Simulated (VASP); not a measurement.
C: band structure with r2SCAN

Crystal: C.

```
C
1.0
     0.00000    1.78337    1.78337
     1.78337    0.00000    1.78337
     1.78337    1.78337    0.00000
C
2
Cartesian
  2.6751 2.6751 2.6751
  1.7834 1.7834 1.7834
```

This isn't the form of C at room conditions, which is graphite.

```json
{
  "Program": "VASP 6.6.1",
  "Task": "band structure",
  "Functional": "r2SCAN",
  "Potentials or basis": "VASP PAW PBE potentials, release 64 (C)",
  "Cutoff": "520 eV",
  "k mesh": "13 × 13 × 13",
  "Occupations": "fermi-dirac, width 0.05 eV",
  "Spin": "no spin polarisation",
  "Further INCAR settings": "ALGO = Normal; EDIFF = 1e-07; NBANDS = 11"
}
```

```
Pressure                : -1.3 GPa
Band gap on the k mesh  : 4.34 eV, indirect (least direct gap 5.84 eV)
Band gap along the path : 4.34 eV, indirect (least direct gap 5.84 eV)
```

Levels at the corners of the path, in eV from the valence-band top:
```
point  band 1  band 2  band 3  band 4  band 5  band 6  band 7  band 8  band 9
    Γ  -22.70    0.00    0.00    0.00    5.84    5.84    5.84   13.82   20.39
    X  -13.59  -13.59   -6.66   -6.66    5.00    5.00   17.87   17.87   24.62
    X  -13.59  -13.59   -6.66   -6.66    5.00    5.00   17.87   17.87   24.62
    W  -12.81  -12.81   -8.72   -8.72   11.26   11.26   12.91   12.91   22.60
    W  -12.81  -12.81   -8.72   -8.72   11.26   11.26   12.91   12.91   22.60
    K  -13.88  -12.49   -9.74   -5.68    5.96   11.31   15.21   16.54   19.75
    K  -13.88  -12.49   -9.74   -5.68    5.96   11.31   15.21   16.54   19.75
    Γ  -22.70    0.00    0.00    0.00    5.84    5.84    5.84   13.82   20.39
    Γ  -22.70    0.00    0.00    0.00    5.84    5.84    5.84   13.82   20.39
    L  -16.75  -14.04   -2.98   -2.98    8.88    8.88    9.13   16.70   23.21
    L  -16.75  -14.04   -2.98   -2.98    8.88    8.88    9.13   16.70   23.21
    U  -13.88  -12.49   -9.74   -5.68    5.96   11.31   15.21   16.54   19.75
    U  -13.88  -12.49   -9.74   -5.68    5.96   11.31   15.21   16.54   19.75
    W  -12.81  -12.81   -8.72   -8.72   11.26   11.26   12.91   12.91   22.60
    W  -12.81  -12.81   -8.72   -8.72   11.26   11.26   12.91   12.91   22.60
    L  -16.75  -14.04   -2.98   -2.98    8.88    8.88    9.13   16.70   23.21
    L  -16.75  -14.04   -2.98   -2.98    8.88    8.88    9.13   16.70   23.21
    K  -13.88  -12.49   -9.74   -5.68    5.96   11.31   15.21   16.54   19.75
    U  -13.88  -12.49   -9.74   -5.68    5.96   11.31   15.21   16.54   19.75
    X  -13.59  -13.59   -6.66   -6.66    5.00    5.00   17.87   17.87   24.62
```

Run time: 98 s on 1 thread of Intel(R) Xeon(R) Platinum 8488C (Sapphire Rapids) (shared host), peak memory 0.13 GiB.

Caveat: the PAW data sets were made with another functional, which shifts forces and pressure a little. r2SCAN opens gaps a little over a GGA but as a rule still falls short of measured ones.
